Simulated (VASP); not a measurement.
Runs of VASP 6.6.1 on MgO. The structure is cubic, space group Fm-3m (No. 225). Conventional cell: a = 4.217 Å, b = 4.217 Å, c = 4.217 Å, α = 90.00°, β = 90.00°, γ = 90.00°. Around Mg (site symmetry m-3m) lie 6 O at 2.11 Å. O (site symmetry m-3m) is surrounded by 6 Mg at 2.11 Å. 

```csv
k mesh,cutoff (eV),mesh quality,gap on the mesh (eV),pressure (GPa)
6 × 6 × 6,520,coarse,4.69,3.4
14 × 14 × 14,520,not flagged,4.69,3.4
10 × 10 × 10,700,not flagged,4.69,(a)
10 × 10 × 10,400,not flagged,4.70,-
8 × 8 × 8,520,not flagged,4.69,3.4
```

Alike in all rows: task single point; level PBE; potentials or basis VASP PAW PBE potentials, release 64 (Mg, O); no spin polarisation; cell as given; smearing gaussian 0.02 eV.

Problem. Fill in the values left out.

Solution. (a) 3.1.

Caveats: some runs use coarse meshes; the cutoff is under 1.25 times the usual one of these potentials, so pressure, stress and relaxed cells hold a basis-set (Pulay) error (some runs).

A k mesh can miss the band edges.
